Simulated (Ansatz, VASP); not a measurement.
# C (Diamond) in two plane-wave programs

One calculation is typed for both programs; each brings its own data sets and cutoff. How far apart do they land? The cell is taken from a series of VASP runs on this material, whose earlier steps may have relaxed, scaled or displaced it; both programs get it as it stands.

Program: Ansatz 0.2.0. Level of theory: plane waves, with VASP 6.6.1 beside it; zone-centre phonons at PBE and relaxation of cell and atoms at RPBE. Results are calculated unless marked as measured.

## Step 1: The structure

It takes space group Fd-3m (No. 227, cubic). Conventional cell: a = 3.573 Å, b = 3.573 Å, c = 3.573 Å, α = 90.00°, β = 90.00°, γ = 90.00°. Nearest to C lie 4 C at 1.55 Å.

Coordinates:

```cif
data_structure
_symmetry_space_group_name_H-M 'Fd-3m:1'
_symmetry_Int_Tables_number 227
_cell_length_a 3.5734
_cell_length_b 3.5734
_cell_length_c 3.5734
_cell_angle_alpha 90.000
_cell_angle_beta 90.000
_cell_angle_gamma 90.000
_cell_volume 45.63
loop_
_atom_site_label
_atom_site_type_symbol
_atom_site_symmetry_multiplicity
_atom_site_Wyckoff_symbol
_atom_site_fract_x
_atom_site_fract_y
_atom_site_fract_z
_atom_site_occupancy
C1 C 8 a 0.25000 0.25000 0.25000 1
```

## Step 2: Ansatz: zone-centre phonons, PBE

Ansatz runs on its default PAW (the set named soft_2) files.

Second derivatives magnify differences that forces hide, and they need a tight electronic threshold.

input.yaml

```yaml
crystal:
  lattice:
    - [0.0, 1.7867098356, 1.7867098356]
    - [1.7867098356, 0.0, 1.7867098356]
    - [1.7867098356, 1.7867098356, 0.0]
  atoms:
    - { symbol: C, position: [0.75, 0.75, 0.75] }
    - { symbol: C, position: [0.5, 0.5, 0.5] }
hamiltonian:
  xc: pbe
  pseudopotentials: { kind: paw }
kpoints:
  mp_grid: { grid: [14, 14, 14] }
scf:
  occupations: { method: fixed }
phonons:
  method: dfpt
  qpoints: [[0, 0, 0]]
  dielectric: true
  rigid_motions: translations
```

Launch:

```
$ ansatz run input.yaml --threads 4 --pin off --max-ram 9216MiB --backend cpu --events-out ev --progress --plain --runs-dir out
```

Numbers of over 12 decimals in the logs are rounded to 6 here.

Log:

```text
Engine: ansatz 0.2.0, x86_64-unknown-linux-gnu
Pseudopotentials: kind: paw
Pseudopotential: C, paw, valence charge 4, recommended cutoff 420 eV (normal), C.paw.azcp
Functional definition: PBE
  parameter kappa = 0.804
  parameter beta = 0.066725
  exchange = pbe_x(kappa = kappa, mu = beta*pi^2/3)
  correlation = pbe_c(beta = beta)
Crystal: 2 atoms, lattice volume = 11.408 Å³
Basis set: ecut = 420 eV, 229 PW (Γ), exchange–correlation on 40×40×40 points (8 copies of the dense FFT grid, shifted against one another)
Bands: 8, of which v1, the nominal top of the filled ones, is band 4 counted from 1 (3 counted from 0)
Symmetry: 48 space group operations
k-points: 428 of 2744 (irreducible under 4 space group operations, time reversal used)
Non-local potential: C, projectors of the file, l = 0: 2, l = 1: 2, l = 2: 1
PAW form: soft (Blöchl's): semilocal exchange-correlation on the pseudo side does not see the compensation charge
PAW one-centre angular grid: C, 110 points (default); XC on 64 Gauss nodes
Initial density: superposition of atomic densities (neutral atoms: chi_scale 0, normalization atom), corrected by the library's trained network
Initial wavefunctions: pseudopotential atomic-orbital guess
Functional: x = pbe(κ = 0.804, μ = 0.219515), c = pbe(β = 0.066725)
SCF iter   1: F=—  HF=-501.615673 eV  |F-HF|=—  |Δ(HF+E_count)|=         —  Δρ=1.82e-3  dr2=1.19e-4  ethr=1.77e-3  ⟨swp⟩=3.9  Hψ=20140  notcnv=0  defer=727
preconditioner: auto → none  [insulator: Δε(μ)=4.133 eV  Ē_g=19.549 eV  n_scr=0 (ndim 8)  ℏωp=31.1 eV  f_vac=0.000  ε∞_Penn≈3.5]
SCF iter   2: F=—  HF=-501.615722 eV  |F-HF|=—  |Δ(HF+E_count)|=   4.86e-5  Δρ=8.85e-4  dr2=2.42e-5  ethr=1.49e-6  ⟨swp⟩=2.4  Hψ=8350  notcnv=0  defer=788
SCF iter   3: F=—  HF=-501.615772 eV  |F-HF|=—  |Δ(HF+E_count)|=   4.99e-5  Δρ=9.37e-5  dr2=5.70e-7  ethr=3.03e-7  ⟨swp⟩=2.2  Hψ=5532  notcnv=0  defer=597
SCF iter   4: F=—  HF=-501.615772 eV  |F-HF|=—  |Δ(HF+E_count)|=   2.60e-7  Δρ=2.91e-5  dr2=5.67e-8  ethr=7.12e-9  ⟨swp⟩=2.0  Hψ=5119  notcnv=0
SCF iter   5: F=—  HF=-501.615772 eV  |F-HF|=—  |Δ(HF+E_count)|=   4.00e-9  Δρ=7.56e-6  dr2=4.05e-9  ethr=7.09e-10  ⟨swp⟩=2.0  Hψ=5094  notcnv=0
SCF iter   6: F=-501.615772 eV  HF=-501.615772 eV  |F-HF|=2.79e-11  |Δ(HF+E_count)|=  7.33e-10  Δρ=9.94e-7  dr2=7.44e-11  ethr=1.25e-12  ⟨swp⟩=5.2  Hψ=20509  notcnv=0
SCF 1 converged in 6 iterations: F = -501.615772 eV  dr2 = 7.44e-11
  greatest PAW one-centre occupation: 0.643 electrons in one spin orbital (limit 2), on the C atom at site 1 (counted from 0), in its partial waves of l = 0
NSCF: frozen V_eff on 2 k-points
DFPT response loops at Γ: preconditioner auto → none (the input reference at scf.mixing.eps_inf says where Resta's filter doesn't serve); β = 0.50; Broyden in place of MSR1
SCF converged after 6 iterations
Free energy (F): -501.615772 eV
Harris-Foulkes:  -501.615772 eV  (|F-HF|=2.79e-11)
Internal energy: -501.615772 eV  (E = F + TS)
E sigma→0 (E₀):  -501.615772 eV
Fermi energy:    13.215670 eV
--- Per-component energies (eV) ---
  E_band       = 34.173763
  E_kinetic    = 184.148931
  E_local      = -122.809941  (includes V_loc(G=0)·N_el)
  E_nonlocal   = 53.249874
  E_hartree    = 26.847067
  E_xc         = -97.330802
  E_vxc        = -120.824896  (∫ρ·V_xc dr)
  E_paw        = -198.409987  (= ΣΔE_a)
  E_vpaw       = -13.284284  (= ΣTr[D̂ρ^β])
  E_aug_tail   = 0.000018  (compensation charges beyond the density's cutoff)
  E_ewald      = -347.310931
  E_smearing   = -0.000000  (= −TS)
  E_closure    = -0.000000  (closes the sum)
  Σ components = -501.615772   (vs F -501.615772, Δ=0.00e0)
--- Band table (eV; the first three rows and the last of 428) ---
  k-point 0: bands = ["-8.1883", "13.2157", "13.2157", "13.2157", "18.7939", "18.7939", "18.7939", "26.3658"]
  k-point 1: bands = ["-8.0476", "12.2848", "12.9730", "12.9730", "19.1100", "19.1100", "19.3456", "26.4913"]
  k-point 2: bands = ["-7.6267", "10.2489", "12.4088", "12.4088", "19.8509", "19.8509", "20.2917", "26.8602"]
  k-point 427: bands = ["0.4092", "1.8510", "4.5161", "5.8653", "22.9836", "23.9089", "25.7750", "26.0542"]
--- Phonons (Γ-DFPT): 1 representative perturbation + reference, on 428 of 2744 k-points (Σ response iterations 3) ---
  k mesh reduced under 4 symmetry operations, with k and −k counted as one. Each operation leaves every solved perturbation unchanged. A smaller set is not considered because the run solves the response to a homogeneous field
  ASR residual: 2.415e-4 → 0.000e0 eV/Å²; symmetrization residual: 4.974e-14 eV/Å²
  ASR residual per site (eV/Å²): 2.41e-4 2.41e-4
  Γ frequencies (cm⁻¹): 0.00 0.00 0.00 1287.95 1287.95 1287.95
  ε∞ (high-frequency dielectric tensor):
        5.851956    -0.000000     0.000000
        0.000000     5.851956    -0.000000
        0.000000     0.000000     5.851956
  ε⁰ (static dielectric tensor: ions relaxed, cell fixed):
        5.851956    -0.000000     0.000000
        0.000000     5.851956    -0.000000
        0.000000     0.000000     5.851956
  ε⁰ − ε∞ (ionic part):
        0.000000    -0.000000     0.000000
       -0.000000     0.000000     0.000000
        0.000000     0.000000     0.000000
  softest optical mode at Γ: 1287.95 cm⁻¹; the repairs (sum rule, projections) moved no ω² at Γ by more than (2.34 cm⁻¹)²
  Born effective charges Z* (e; rows j = field, columns β = displacement):
    site 0:
         0.00000    0.00000    0.00000
         0.00000    0.00000   -0.00000
         0.00000    0.00000    0.00000
    site 1:
         0.00000   -0.00000    0.00000
        -0.00000    0.00000    0.00000
         0.00000    0.00000    0.00000
  Z* charge neutrality: 2.189e-5 e pre-enforcement
  k-mesh period / interband length: 35.4 Å / 1.75 Å = 20.18 at k = (0.0000, 0.0000, 0.0000), direct gap 5.578 eV — 14 or more, which is no proof of convergence
  optical modes at Γ without the LO–TO term, one row a degenerate level:
      ω (cm⁻¹)  modes    IR ((D/Å)²/amu)
       1287.95      3             0.0000
  optical modes at Γ + LO–TO along q̂ = [1.0000, 0.0000, 0.0000]:
      ω (cm⁻¹)  modes    IR ((D/Å)²/amu)
       1287.95      3             0.0000
  optical modes at Γ + LO–TO along q̂ = [0.0000, 1.0000, 0.0000]:
      ω (cm⁻¹)  modes    IR ((D/Å)²/amu)
       1287.95      3             0.0000
  optical modes at Γ + LO–TO along q̂ = [0.0000, 0.0000, 1.0000]:
      ω (cm⁻¹)  modes    IR ((D/Å)²/amu)
       1287.95      3             0.0000
--- Phonons (arbitrary-q DFPT): 1 explicit q-point ---
  q = [0, 0, 0] (of the zone-centre solve; hermiticity 7.76e-16, symmetrization 9.70e-16): -0.00 0.00 0.00 1287.95 1287.95 1287.95
  sum rule: each row above includes the acoustic sum rule's correction from the zone centre's row sums; it moved no ω² by more than (2.34 cm⁻¹)²
```

The job ended after 2.8 s (4 threads of AMD EPYC 9B14 (Zen 4), shared host; peak memory 0.49 GiB; 9.4 s of CPU time).

(Part 1 of 3 ends here.)

[Lines on the potential files, build, host, timing and source positions are cut from VASP's logs without a mark.]

[Logs are printed without paths, hosts, clocks, repeated set-up lines and the standing remarks that a program may print on its own settings, such as how far it seeks lower states.]

[Hosts, paths, dates, database ids (printed as entryN), source tags and the programs' standing remarks are cut or masked in the printed files.]
